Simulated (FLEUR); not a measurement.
## LiCl under changes of volume

One of the cells (16.871 Å³/atom); the others are scaled copies at fixed shape and fractional positions:

```
Cl Li
1.0
     0.00000    2.56477    2.56477
     2.56477    0.00000    2.56477
     2.56477    2.56477    0.00000
Cl Li
1 1
Cartesian
  2.5648 2.5648 2.5648
  0.0000 0.0000 0.0000
```

* Program: FLEUR MaX-R8.1 (later development tree)
* Functional: PBEsol
* Potentials or basis: all-electron
* Basis: FLAPW
* Kmax: 4.21 1/bohr
* k mesh: 9 × 9 × 9
* Occupations: fermi-dirac, width 0.05 eV
* Spin: no spin polarisation

| volume (Å³/atom) | energy over the lowest point (meV/atom) | gap on the mesh (eV) |
| --- | --- | --- |
| 15.859 | ? | ? |
| 16.196 | 0.00 | 6.36 |
| 16.534 | 0.61 | 6.24 |
| 16.871 | 2.62 | 6.13 |
| 17.209 | 5.87 | 6.02 |
| 17.546 | 10.22 | 5.91 |
| 17.883 | 15.58 | 5.81 |

Problem. What does the run at 15.859 Å³/atom give?

Solution. Energy over the lowest point 0.94 meV/atom; gap on the mesh 6.49 eV.

Worked out: A Birch-Murnaghan fit of order 3 (a polynomial in V^(-2/3)) to the other rows has its minimum at 16.22 Å³/atom with B0 = V·E''(V) = 35 GPa and B' = 4.3. It gives 0.93 meV/atom at 15.859 Å³/atom, against the run's 0.94. A straight line through the other rows of the gap, of slope -5.55 eV per unit of ln V (its deformation potential), extrapolates to 6.47 eV, against the run's 6.49.

Energies are extrapolated to zero smearing.

Caveats: an odd mesh through Γ misses points on the zone boundary, where band edges often lie.
